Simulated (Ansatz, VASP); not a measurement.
This is a calculation of Sn for Ansatz 0.2.0.

Contents of input.yaml:

```yaml
crystal:
  lattice:
    - [-2.0017645706, 2.0017645706, 1.6383145356]
    - [2.0017645706, -2.0017645706, 1.6383145356]
    - [2.0017645706, 2.0017645706, -1.6383145356]
  atoms:
    - { symbol: Sn, position: [0.0, 0.0, 0.0] }
kpoints:
  mp_grid: { grid: [10, 10, 10] }
scf:
  occupations: { method: fermi_dirac, width: 0.05 }
hamiltonian:
  xc: lda
  pseudopotentials: { kind: all_electron, lapw: { basis_error: 0.001 } }
output:
  forces: true
  stress: true
  eigenvalues: true
```

Potentials or basis: all-electron LAPW, scalar-relativistic.

The run is started by

```console
$ ansatz run input.yaml --threads 1 --pin off --max-ram 3072MiB --backend cpu --events-out ev --progress --plain --runs-dir out
```

Q: Set up the same calculation for VASP 6.6.1. Potentials there: VASP PAW LDA potentials, release 64 (Sn_d).

A: As run (the cutoff follows the program's own potentials):

File INCAR:

```
SYSTEM = Sn
PREC = Accurate ; ENCUT = 520
EDIFF = 1E-6 ; ISMEAR = -1
SIGMA = 0.05 ; LREAL = .FALSE.
LASPH = .TRUE. ; NELM = 60
ALGO = Normal ; ISIF = 2
LWAVE = .FALSE. ; LCHARG = .FALSE.
GGA = CA ; NBANDS = 13
```

Contents of KPOINTS:

```
Automatic mesh
0
G
  10 10 10
  0 0 0
```

POSCAR

```
Sn
1.0
   -2.0017645706      2.0017645706      1.6383145356
    2.0017645706     -2.0017645706      1.6383145356
    2.0017645706      2.0017645706     -1.6383145356
Sn
1
Direct
    0.0000000000      0.0000000000      0.0000000000
```

Potentials or basis: VASP PAW LDA potentials, release 64 (Sn_d).

Command:

```bash
$ cat potpaw_LDA.64/Sn_d/POTCAR > POTCAR
$ mpirun -np 1 vasp_std > vasp.out
```

Both were run:

|  | VASP | Ansatz | Ansatz less VASP |
| --- | --- | --- | --- |
| gap on the k mesh at the Fermi level (eV) | none | none | - |
| pressure (GPa) | -1.3 | -1.3 | +0.04 |
| largest component of the traceless stress (GPa) | 0.86 | 0.83 | -0.031 |

A gap of «none» marks a metal or a gap that the smearing closes. Ansatz ran all-electron here, so the differences hold the error of VASP's frozen core and of both bases.
